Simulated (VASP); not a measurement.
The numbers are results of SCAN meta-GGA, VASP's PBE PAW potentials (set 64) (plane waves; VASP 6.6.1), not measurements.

VASP input:

**INCAR**
```
SIGMA = 0.05
LCHARG = .FALSE.
LWAVE = .FALSE.
IBRION = 2
LREAL = .FALSE.   ! projection in real space or not
SYSTEM = Li3N
PREC = Accurate
NELM = 100
ALGO = Normal   ! blocked Davidson
METAGGA = SCAN
LMIXTAU = .TRUE.
NSW = 30   ! most ionic steps
ENCUT = 520   ! plane-wave cut-off (eV)
EDIFF = 1E-7
ISIF = 4   ! ions and shape, fixed volume
LASPH = .TRUE.
EDIFFG = -0.01   ! ionic stop
ISMEAR = 0   ! Gaussian
```

**POSCAR**
```
Li3N
1
    1.8388585126    -3.1849966434     0.0000000000
    1.8388585126     3.1849966434     0.0000000000
    0.0000000000     0.0000000000     3.9197503134
Li N
3 1
Direct
  0.3333330000   0.6666670000   0.0000000000
  0.6666670000   0.3333330000   0.0000000000
  0.0000000000   0.0000000000   0.5000000000
  0.0000000000   0.0000000000   0.0000000000
```

KPOINTS:
```
Automatic mesh
0
Gamma
7 7 6
0 0 0
```

POTCAR, in this order: Li_sv N (PBE.64 set). Program: vasp_std.

Output

OSZICAR:
```
       N       E                     dE             d eps       ncg     rms          rms(c)
DAV:   1     0.554014759272E+02    0.55401E+02   -0.70023E+03   704   0.138E+03
DAV:   2    -0.164170244732E+02   -0.71819E+02   -0.67263E+02   978   0.264E+02
DAV:   3    -0.245640134986E+02   -0.81470E+01   -0.80992E+01  1000   0.825E+01
DAV:   4    -0.256690795572E+02   -0.11051E+01   -0.11037E+01  1228   0.235E+01
DAV:   5    -0.256809090483E+02   -0.11829E-01   -0.11829E-01   921   0.317E+00    0.908E+00
DAV:   6    -0.179470924195E+02    0.77338E+01   -0.22333E+01   859   0.233E+01    0.421E+00
DAV:   7    -0.180605659728E+02   -0.11347E+00   -0.24408E+00   860   0.116E+01    0.184E+00
DAV:   8    -0.193184788582E+02   -0.12579E+01   -0.17698E+00   877   0.884E+00    0.187E+00
DAV:   9    -0.183494506204E+02    0.96903E+00   -0.82992E-01   783   0.882E+00    0.298E-01
DAV:  10    -0.184517629952E+02   -0.10231E+00   -0.33508E-01   722   0.485E+00    0.397E-01
DAV:  11    -0.184625484314E+02   -0.10785E-01   -0.51316E-02   758   0.195E+00    0.156E-01
DAV:  12    -0.184843655406E+02   -0.21817E-01   -0.77395E-03   934   0.103E+00    0.158E-01
DAV:  13    -0.184537727548E+02    0.30593E-01   -0.37243E-02   716   0.269E+00    0.540E-02
DAV:  14    -0.184544795672E+02   -0.70681E-03   -0.75601E-04   919   0.327E-01    0.532E-02
DAV:  15    -0.184528647234E+02    0.16148E-02   -0.18569E-03   734   0.510E-01    0.675E-02
DAV:  16    -0.184537821301E+02   -0.91741E-03   -0.73896E-04   737   0.277E-01    0.416E-02
DAV:  17    -0.184545081620E+02   -0.72603E-03   -0.70251E-03   716   0.132E+00    0.590E-02
DAV:  18    -0.184553030128E+02   -0.79485E-03   -0.10928E-03   728   0.475E-01    0.621E-02
DAV:  19    -0.184552849203E+02    0.18092E-04   -0.26015E-05   956   0.535E-02    0.592E-02
DAV:  20    -0.184552761312E+02    0.87891E-05   -0.17144E-06   864   0.152E-02    0.592E-02
DAV:  21    -0.184552679886E+02    0.81426E-05   -0.57634E-06   746   0.299E-02    0.577E-02
DAV:  22    -0.184553198676E+02   -0.51879E-04   -0.31480E-04   728   0.272E-01    0.274E-02
DAV:  23    -0.184552668973E+02    0.52970E-04   -0.95113E-05   811   0.846E-02    0.882E-03
DAV:  24    -0.184552583654E+02    0.85319E-05   -0.26564E-05   746   0.694E-02    0.822E-03
DAV:  25    -0.184552676261E+02   -0.92607E-05   -0.19217E-06   857   0.175E-02    0.756E-03
DAV:  26    -0.184552901369E+02   -0.22511E-04   -0.57961E-06   734   0.264E-02    0.455E-03
DAV:  27    -0.184552912762E+02   -0.11393E-05   -0.72924E-06   734   0.348E-02    0.558E-03
DAV:  28    -0.184552796651E+02    0.11611E-04   -0.19275E-06   844   0.127E-02    0.522E-03
DAV:  29    -0.184552681321E+02    0.11533E-04   -0.21309E-06   731   0.188E-02    0.323E-03
DAV:  30    -0.184552626411E+02    0.54910E-05   -0.17765E-06   734   0.169E-02    0.209E-03
DAV:  31    -0.184552627875E+02   -0.14640E-06   -0.27593E-08   571   0.214E-03    0.195E-03
DAV:  32    -0.184552617103E+02    0.10772E-05   -0.29456E-08   484   0.243E-03    0.145E-03
DAV:  33    -0.184552607564E+02    0.95391E-06   -0.32324E-07   737   0.708E-03    0.223E-04
DAV:  34    -0.184552595671E+02    0.11893E-05   -0.67199E-08   782   0.333E-03    0.206E-04
DAV:  35    -0.184552591991E+02    0.36796E-06   -0.78213E-08   734   0.436E-03    0.201E-04
DAV:  36    -0.184552594025E+02   -0.20337E-06   -0.95461E-09   406   0.160E-03    0.131E-04
DAV:  37    -0.184552599638E+02   -0.56132E-06   -0.30691E-09   406   0.682E-04    0.602E-05
DAV:  38    -0.184552600855E+02   -0.12175E-06   -0.80925E-10   406   0.305E-04    0.517E-05
DAV:  39    -0.184552601815E+02   -0.95903E-07   -0.46047E-10   406   0.238E-04
   1 F= -.18455260E+02 E0= -.18455260E+02  d E =-.184553E+02
       N       E                     dE             d eps       ncg     rms          rms(c)
DAV:   1    -0.184553882897E+02   -0.12820E-03   -0.68791E-03   704   0.979E-01    0.589E-02
DAV:   2    -0.184554126002E+02   -0.24310E-04   -0.91144E-05   822   0.120E-01    0.361E-02
DAV:   3    -0.184552567690E+02    0.15583E-03   -0.43127E-04   917   0.199E-01    0.917E-03
DAV:   4    -0.184553197818E+02   -0.63013E-04   -0.85335E-05   746   0.125E-01    0.682E-03
DAV:   5    -0.184553044098E+02    0.15372E-04   -0.22395E-05   734   0.571E-02    0.571E-03
DAV:   6    -0.184553109852E+02   -0.65755E-05   -0.44223E-06   785   0.287E-02    0.375E-03
DAV:   7    -0.184553071630E+02    0.38222E-05   -0.22549E-06   756   0.166E-02    0.130E-03
DAV:   8    -0.184553124516E+02   -0.52886E-05   -0.28804E-06   722   0.210E-02    0.512E-04
DAV:   9    -0.184553139341E+02   -0.14824E-05   -0.49673E-07  1183   0.645E-03    0.583E-04
DAV:  10    -0.184553133048E+02    0.62925E-06   -0.42811E-08   761   0.263E-03    0.411E-04
DAV:  11    -0.184553142479E+02   -0.94311E-06   -0.84601E-09   409   0.123E-03    0.377E-04
DAV:  12    -0.184553166312E+02   -0.23833E-05   -0.21626E-07   728   0.549E-03    0.192E-04
DAV:  13    -0.184553171280E+02   -0.49680E-06   -0.34010E-08   403   0.188E-03    0.107E-04
DAV:  14    -0.184553170985E+02    0.29518E-07   -0.12888E-08   397   0.119E-03
   2 F= -.18455317E+02 E0= -.18455317E+02  d E =-.569170E-04
```

OUTCAR:
```
------------------------ aborting loop because EDIFF is reached ----------------------------------------
  FORCE on cell =-STRESS in cart. coord.  units (eV):
  Direction    XX          YY          ZZ          XY          YZ          ZX
  --------------------------------------------------------------------------------------
  Total       -0.9879291     -0.9879292     -0.9600252     -0.0000000     -0.0000000      0.0000000
  in kB      -34.4739192    -34.4739249    -33.5002083     -0.0000000     -0.0000000      0.0000000
  external PRESSURE =     -34.1493508 kB  Pullay stress =       0.0000000 kB
  volume of cell :       45.91
      direct lattice vectors                 reciprocal lattice vectors
     1.837891166 -3.183321143  0.000000000     0.272050930 -0.157068664 -0.000000000
     1.837891166  3.183321143 -0.000000000     0.272050930  0.157068664 -0.000000000
     0.000000000 -0.000000000  3.923877612     0.000000000  0.000000000  0.254849947
 POSITION                                       TOTAL-FORCE (eV/Angst)
 -----------------------------------------------------------------------------------
      1.83789      1.06111     -0.00000         0.000000     -0.000000      0.000000
      1.83789     -1.06111     -0.00000        -0.000000     -0.000000     -0.000000
      0.00000     -0.00000      1.96194        -0.000000      0.000000      0.000000
      0.00000     -0.00000     -0.00000        -0.000000      0.000000      0.000000
 -----------------------------------------------------------------------------------
    total drift:                                0.000000     -0.000000      0.000000
  FREE ENERGIE OF THE ION-ELECTRON SYSTEM (eV)
  ---------------------------------------------------
  free  energy   TOTEN  =       -18.4553170985 eV

  energy  without entropy=      -18.4553170985  energy(sigma->0) =      -18.45531710

 reached required accuracy - stopping structural energy minimisation
```
(Selected blocks of OUTCAR.)

CONTCAR:
```
Li3N
   1.00000000000000
     1.8378911658461867   -3.1833211428786341    0.0000000000000000
     1.8378911658461867    3.1833211428786341   -0.0000000000000000
     0.0000000000000000   -0.0000000000000000    3.9238776123553327
  Li              N
     3     1
Direct
     0.3333330000000032    0.6666669999999968    0.0000000000000000
     0.6666669999999968    0.3333330000000032    0.0000000000000000
     0.0000000000000000    0.0000000000000000    0.5000000000000000
     0.0000000000000000    0.0000000000000000    0.0000000000000000
```

The compound is Li3N in the alpha structure. This cell is one point of a volume scan, at 1.06 of the reference volume. Symmetry was kept, so distortions that lower it aren't found.
